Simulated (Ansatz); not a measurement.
# Stretching the linear Te chain

Wanted: energy, moment and open channels of the linear Te chain from 12 % compression to 30 % stretch.

Main program and level: Ansatz 0.2.0; DFT PBEsol, plane waves, PAW; relaxation of a chain's period, in the first sound run; inputs show where later runs differ.

Most raw output is cut from this account.

## (1) The structure

The cell holds 1 atom: 1 Te. Cell: a = 7.500 Å, b = 7.500 Å, c = 2.567 Å, α = 90.0°, β = 90.0°, γ = 90.0°. Vacuum lies along a and b. The structure's axis is c.

## (2) Relaxing the period

Band widths follow the bond lengths, so the chain is relaxed first. The atoms and the third cell vector are free; the box across stays fixed as vacuum. Moments are seeded so that a magnetic state can form if it lies lower. A Fermi-Dirac smearing is set since the result may be a metal. The pressure printed is a third of the stress's trace over the whole box, vacuum included; only the stress along the axis is relaxed.

input.yaml reads:

```yaml
crystal:
  lattice:
    - [7.5, 0.0, 0.0]
    - [0.0, 7.5, 0.0]
    - [0.0, 0.0, 2.5668]
  atoms:
    - { symbol: Te, position: [0.5, 0.5, 0.0], spin: 0.3 }
magnetization:
  spin_polarized: true
kpoints:
  mp_grid: { grid: [1, 1, 32] }
scf:
  occupations: { method: fermi_dirac, width: 0.05 }
hamiltonian:
  xc: pbesol
relax:
  cell: { fix: [a, b, alpha, beta, gamma] }
  max_steps: 60
```

Started as:

```bash
ansatz run input.yaml --threads 4 --pin off --max-ram 8192MiB --backend cpu --events-out ev --progress --plain --runs-dir out
```

It took 21 s on 4 threads of Intel Xeon Platinum 8488C (Sapphire Rapids), shared host; peak memory 0.47 GiB; 32 s of CPU time.

Relaxation path:

| step | energy less that of the first step (eV) | largest force component (eV/Å) | pressure (GPa) | volume (Å³) |
| --- | --- | --- | --- | --- |
| 1 | 0.0000 | 0.0000 | 2.15 | 144.38 |
| 2 | -0.1465 | 0.0000 | 0.42 | 151.42 |
| 3 | -0.1512 | 0.0000 | 0.19 | 152.71 |
| 4 | -0.1516 | 0.0000 | 0.11 | 153.20 |
| 5* | -0.1520 | 0.0000 | 0.10 | 153.20 |

Relaxation steps marked * repeat the geometry before them on a plane-wave basis chosen anew for their cell, so energy and pressure can jump there.

| cell as run | before | after | change |
| --- | --- | --- | --- |
| c (Å) | 2.567 | 2.724 | +6.1 % |

Final coordinates:

```xyz
1
Lattice="7.5000 0.0000 0.0000 0.0000 7.5000 0.0000 0.0000 0.0000 2.7235" Properties=species:S:1:pos:R:3
Te    3.7500    3.7500    0.0000
```

This step gave:

```
energy at zero smearing    : -6900.6872 eV
cell length along the wire : 2.724 Å
```

The cell's length comes to 2.724 Å with no moment.

## (3) At a set period, period over the relaxed period 0.88, k-mesh 1×1×34

This step: DFT PBEsol, plane waves, PAW; channels and complex bands of a perfect chain (Ansatz 0.2.0).

The period is set to 0.88 times the relaxed one: shorter bonds widen the bands.

The cell differs from the one that the last finished run ended in (c 2.724 → 2.397 Å).

input.yaml, the sections that differ from step 2:

```yaml
crystal:
  lattice:
    - [7.5, 0.0, 0.0]
    - [0.0, 7.5, 0.0]
    - [0.0, 0.0, 2.3966887933]
  atoms:
    - { symbol: Te, position: [0.5, 0.5, 0.0], spin: 0.3 }
kpoints:
  mp_grid: { grid: [1, 1, 34] }
output:
  transmission:
    e_range: [-2, 2]
    de: 0.035
    kmesh: [1, 1]
    reduced_basis: true
    leads: [[0, 0]]
  stress: true
# magnetization, scf, hamiltonian: as in step 2
# relax: removed
```

Run time: 53 s. Hardware: 4 threads; peak memory 0.5 GiB.

Numbers from this step:

* energy at zero smearing: -6899.8871 eV
* channels at the energy nearest the Fermi level, spin up: 3
* channels at the energy nearest the Fermi level, spin down: 3
* conductance of the lead as this run defines it: 3.000 G₀
* band gap: 0 eV

Open channels of the lead against energy, zero at the Fermi level:

| energy (eV) | spin up | spin down |
| --- | --- | --- |
| -2.000 | 3 | 3 |
| -1.790 | 3 | 3 |
| -1.615 | 3 | 3 |
| -1.405 | 3 | 3 |
| -1.195 | 3 | 3 |
| -0.985 | 3 | 3 |
| -0.810 | 3 | 3 |
| -0.600 | 3 | 3 |
| -0.390 | 3 | 3 |
| -0.215 | 3 | 3 |
| -0.005 | 3 | 3 |
| 0.205 | 3 | 3 |
| 0.415 | 3 | 3 |
| 0.590 | 3 | 3 |
| 0.800 | 3 | 3 |
| 1.010 | 3 | 3 |
| 1.185 | 3 | 3 |
| 1.395 | 1 | 1 |
| 1.605 | 1 | 1 |
| 1.815 | 1 | 1 |

At the computed energy nearest the Fermi level there are 3 spin-up and 3 spin-down channels, and the thermal average gives 3.00 G₀.

## (4) The chain at a fixed length, period over the relaxed period 0.92, k-mesh 1×1×32

The period is set to 0.92 times the relaxed one: shorter bonds widen the bands.

The cell differs from the one that the last finished run ended in (c 2.397 → 2.506 Å).

input.yaml, as its differences from that of step 3:

```diff
@@ -4,3 +4,3 @@
     - [0.0, 7.5, 0.0]
-    - [0.0, 0.0, 2.3966887933]
+    - [0.0, 0.0, 2.505629193]
   atoms:
@@ -10,3 +10,3 @@
 kpoints:
-  mp_grid: { grid: [1, 1, 34] }
+  mp_grid: { grid: [1, 1, 32] }
 scf:
```

Elapsed: 67 s, on 4 threads; peak memory 0.56 GiB.

At the computed energy nearest the Fermi level there are 3 spin-up and 3 spin-down channels, and the thermal average gives 3.00 G₀.

## (5) At a set period, period over the relaxed period 0.96, k-mesh 1×1×31

The period is set to 0.96 times the relaxed one: shorter bonds widen the bands.

The cell differs from the one that the last finished run ended in (c 2.506 → 2.615 Å).

input.yaml, as its differences from that of step 4:

```diff
@@ -4,3 +4,3 @@
     - [0.0, 7.5, 0.0]
-    - [0.0, 0.0, 2.505629193]
+    - [0.0, 0.0, 2.6145695927]
   atoms:
@@ -10,3 +10,3 @@
 kpoints:
-  mp_grid: { grid: [1, 1, 32] }
+  mp_grid: { grid: [1, 1, 31] }
 scf:
```

Elapsed: 63 s, on 4 threads; peak memory 0.53 GiB; 2 min of CPU time.

At the computed energy nearest the Fermi level there are 3 spin-up and 3 spin-down channels, and the thermal average gives 3.00 G₀.

## (6) At a set period, period over the relaxed period 1, k-mesh 1×1×30

The period is set to 1.0 times the relaxed one, as the point of reference.

input.yaml, as its differences from that of step 5:

```diff
@@ -4,3 +4,3 @@
     - [0.0, 7.5, 0.0]
-    - [0.0, 0.0, 2.6145695927]
+    - [0.0, 0.0, 2.7235099924]
   atoms:
@@ -10,3 +10,3 @@
 kpoints:
-  mp_grid: { grid: [1, 1, 31] }
+  mp_grid: { grid: [1, 1, 30] }
 scf:
```

It took 53 s on 4 threads; peak memory 0.5 GiB.

At the computed energy nearest the Fermi level there are 3 spin-up and 3 spin-down channels, and the thermal average gives 3.00 G₀.

## (7) The chain at a fixed length, period over the relaxed period 1.04, k-mesh 1×1×29

The period is set to 1.04 times the relaxed one: longer bonds narrow the bands.

The cell differs from the one that the last finished run ended in (c 2.724 → 2.832 Å).

input.yaml, as its differences from that of step 6:

```diff
@@ -4,3 +4,3 @@
     - [0.0, 7.5, 0.0]
-    - [0.0, 0.0, 2.7235099924]
+    - [0.0, 0.0, 2.8324503921]
   atoms:
@@ -10,3 +10,3 @@
 kpoints:
-  mp_grid: { grid: [1, 1, 30] }
+  mp_grid: { grid: [1, 1, 29] }
 scf:
```

Elapsed: 40 s, on 4 threads; peak memory 0.43 GiB; 76 s of CPU time.

At the computed energy nearest the Fermi level there are 3 spin-up and 3 spin-down channels, and the thermal average gives 3.00 G₀. The change of length costs 0.039 eV a cell and leaves no moment.

## (8) The chain at a fixed length, period over the relaxed period 1.08, k-mesh 1×1×28

The period is set to 1.08 times the relaxed one: longer bonds narrow the bands.

The cell differs from the one that the last finished run ended in (c 2.832 → 2.941 Å).

input.yaml, as its differences from that of step 7:

```diff
@@ -4,3 +4,3 @@
     - [0.0, 7.5, 0.0]
-    - [0.0, 0.0, 2.8324503921]
+    - [0.0, 0.0, 2.9413907918]
   atoms:
@@ -10,3 +10,3 @@
 kpoints:
-  mp_grid: { grid: [1, 1, 29] }
+  mp_grid: { grid: [1, 1, 28] }
 scf:
```

It took 40 s on 4 threads; peak memory 0.43 GiB; 76 s of CPU time.

At the computed energy nearest the Fermi level there are 3 spin-up and 3 spin-down channels, and the thermal average gives 3.00 G₀. The change of length costs 0.148 eV a cell and leaves no moment.

## (9) At a set period, period over the relaxed period 1.13, k-mesh 1×1×26

The period is set to 1.13 times the relaxed one: longer bonds narrow the bands.

The cell differs from the one that the last finished run ended in (c 2.941 → 3.078 Å).

input.yaml, as its differences from that of step 8:

```diff
@@ -4,3 +4,3 @@
     - [0.0, 7.5, 0.0]
-    - [0.0, 0.0, 2.9413907918]
+    - [0.0, 0.0, 3.0775662915]
   atoms:
@@ -10,3 +10,3 @@
 kpoints:
-  mp_grid: { grid: [1, 1, 28] }
+  mp_grid: { grid: [1, 1, 26] }
 scf:
```

It took 42 s on 4 threads; peak memory 0.46 GiB; 80 s of CPU time.

At the computed energy nearest the Fermi level there are 3 spin-up and 3 spin-down channels, and the thermal average gives 3.00 G₀. The change of length costs 0.345 eV a cell and leaves no moment.

## (10) The chain at a fixed length, period over the relaxed period 1.2, k-mesh 1×1×25

The period is set to 1.2 times the relaxed one: longer bonds narrow the bands.

The cell differs from the one that the last finished run ended in (c 3.078 → 3.268 Å).

input.yaml, as its differences from that of step 9:

```diff
@@ -4,3 +4,3 @@
     - [0.0, 7.5, 0.0]
-    - [0.0, 0.0, 3.0775662915]
+    - [0.0, 0.0, 3.2682119909]
   atoms:
@@ -10,3 +10,3 @@
 kpoints:
-  mp_grid: { grid: [1, 1, 26] }
+  mp_grid: { grid: [1, 1, 25] }
 scf:
```

It took 48 s on 4 threads; peak memory 0.47 GiB; 91 s of CPU time.

At the computed energy nearest the Fermi level there are 3 spin-up and 3 spin-down channels, and the thermal average gives 3.00 G₀. The change of length costs 0.656 eV a cell and leaves no moment.

## (11) The chain at a fixed length, period over the relaxed period 1.3, k-mesh 1×1×23

The period is set to 1.3 times the relaxed one: longer bonds narrow the bands.

The cell differs from the one that the last finished run ended in (c 3.268 → 3.541 Å).

input.yaml, as its differences from that of step 10:

```diff
@@ -4,3 +4,3 @@
     - [0.0, 7.5, 0.0]
-    - [0.0, 0.0, 3.2682119909]
+    - [0.0, 0.0, 3.5405629902]
   atoms:
@@ -10,3 +10,3 @@
 kpoints:
-  mp_grid: { grid: [1, 1, 25] }
+  mp_grid: { grid: [1, 1, 23] }
 scf:
```

The job ended after 46 s (4 threads; peak memory 0.47 GiB; 90 s of CPU time).

Table of open channels of the lead by energy, zero at the Fermi level:

| energy (eV) | spin up | spin down |
| --- | --- | --- |
| -2.000 | 1 | 1 |
| -1.895 | 1 | 1 |
| -1.790 | 1 | 1 |
| -1.685 | 1 | 1 |
| -1.615 | 1 | 1 |
| -1.510 | 1 | 1 |
| -1.405 | 1 | 1 |
| -1.300 | 1 | 1 |
| -1.195 | 3 | 1 |
| -1.090 | 3 | 1 |
| -0.985 | 3 | 1 |
| -0.915 | 3 | 1 |
| -0.810 | 3 | 1 |
| -0.705 | 3 | 1 |
| -0.600 | 3 | 1 |
| -0.495 | 3 | 1 |
| -0.390 | 3 | 1 |
| -0.285 | 1 | 3 |
| -0.215 | 1 | 3 |
| -0.110 | 1 | 3 |
| -0.005 | 1 | 3 |
| 0.100 | 1 | 3 |
| 0.205 | 1 | 3 |
| 0.310 | 1 | 3 |
| 0.415 | 1 | 3 |
| 0.485 | 1 | 3 |
| 0.590 | 1 | 3 |
| 0.695 | 1 | 3 |
| 0.800 | 1 | 1 |
| 0.905 | 1 | 1 |
| 1.010 | 1 | 1 |
| 1.115 | 1 | 1 |
| 1.185 | 1 | 1 |
| 1.290 | 1 | 1 |
| 1.395 | 1 | 1 |
| 1.500 | 1 | 1 |
| 1.605 | 1 | 1 |
| 1.710 | 1 | 1 |
| 1.815 | 1 | 1 |
| 1.885 | 1 | 1 |

At the computed energy nearest the Fermi level there are 1 spin-up and 3 spin-down channels, and the thermal average gives 2.00 G₀. The change of length costs 1.051 eV a cell and leaves an absolute moment of 1.22 μB a cell.

For the conductance of the lead as this run defines it, step 3 gave 3.00 G₀; this run, with period over the relaxed period 1.3 and k-mesh 1×1×23, gives 2.00 G₀ (-33 %).

## (12) The series together

Times are for 4 threads of Intel Xeon Platinum 8488C (Sapphire Rapids), shared host. Results by setting:

| no. | period over the relaxed period | conductance of the lead as this run defines it (G₀) | absolute moment (μB) | energy at zero smearing less the lowest (eV) | time | memory (GiB) |
| --- | --- | --- | --- | --- | --- | --- |
| 1 | 0.88 | 3.000 | 0 | 0.7996 | 53 s | 0.5 |
| 2 | 0.92 | 3.000 | 0 | 0.3160 | 67 s | 0.56 |
| 3 | 0.96 | 3.000 | 0 | 0.07317 | 63 s | 0.53 |
| 4 | 1 | 3.000 | 0 | 0 | 53 s | 0.5 |
| 5 | 1.04 | 3.000 | 0 | 0.03920 | 40 s | 0.43 |
| 6 | 1.08 | 3.000 | 0 | 0.1478 | 40 s | 0.43 |
| 7 | 1.13 | 3.000 | 0 | 0.3452 | 42 s | 0.46 |
| 8 | 1.2 | 3.000 | 0 | 0.6563 | 48 s | 0.47 |
| 9 | 1.3 | 2.000 | 1.219 | 1.051 | 46 s | 0.47 |

## (13) A repeat with changed settings

This step: DFT PBEsol, plane waves, PAW; channels and complex bands of a perfect chain; changed: basis.ecutwfc = "40.4 Ry", scf.occupations.method = "gaussian", scf.occupations.width = 0.3 (Ansatz 0.2.0).

The atoms of the run at the relaxed period are kept and the input is varied, to see whether the result depends on it.

input.yaml, the sections that differ from step 11:

```yaml
crystal:
  lattice:
    - [7.5, 0.0, 0.0]
    - [0.0, 7.5, 0.0]
    - [0.0, 0.0, 2.7235099924]
  atoms:
    - { symbol: Te, position: [0.5, 0.5, 0.0], spin: 0.3 }
kpoints:
  mp_grid: { grid: [1, 1, 30] }
scf:
  occupations: { method: gaussian, width: 0.3 }
basis:
  ecutwfc: "40.4 Ry"
# magnetization, hamiltonian, output: as in step 11
```

The job ended after 61 s (4 threads; peak memory 0.55 GiB).

Residual by cycle:

cycle, log10 residual and a bar from the least value:
```
        1       -1.8 ##############################
        2       -2.1 #############################
        3       -3.5 ########################
        4       -4.2 ######################
        5       -5.4 ##################
        6       -6.1 ###############
        7       -6.7 ##############
        8       -7.0 ############
        9       -8.9 ######
       10       -9.9 ###
       11      -10.4 #
       12      -10.7
```

The run finished with changed settings (basis.ecutwfc = "40.4 Ry", scf.occupations.method = "gaussian" and scf.occupations.width = 0.3); it serves as a test.

## (14) Summary of results

* relaxed cell length: 2.724 Å
* conductance at period × 0.88: 3.00 G₀
* conductance at period × 1.0: 3.00 G₀
* conductance at period × 1.13: 3.00 G₀
* conductance at period × 1.3: 2.00 G₀
* absolute moment at period × 0.88: 0 μB
* absolute moment at period × 1.0: 0 μB
* absolute moment at period × 1.3: 1.22 μB

**Reading.** In these runs no moment survives at the shortest period, and one is present from a factor of 1.3 on: longer bonds narrow the bands, which favours exchange splitting. The conductance goes from 3.00 G₀ at the shortest period to 2.00 G₀ at the longest, while the magnetic state changes too. Transport is coherent and elastic here: the atoms are frozen, so scattering by vibrations plays no part. Spin-orbit coupling is left out, which matters for the bands of heavy atoms. No search over magnetic orders was made; another may lie lower. For the perfect chain only parallel moments were started; its antiparallel and spiral orders were not tested. The lead's cell of one atom keeps the chain straight and evenly spaced; a zigzag or dimerised form may lie lower.

[Logs are printed without paths, hosts, clocks, repeated set-up lines and the standing remarks that a program may print on its own settings, such as how far it seeks lower states.]

[Hosts, paths, dates, database ids (printed as entryN), source tags and the programs' standing remarks are cut or masked in the printed files.]
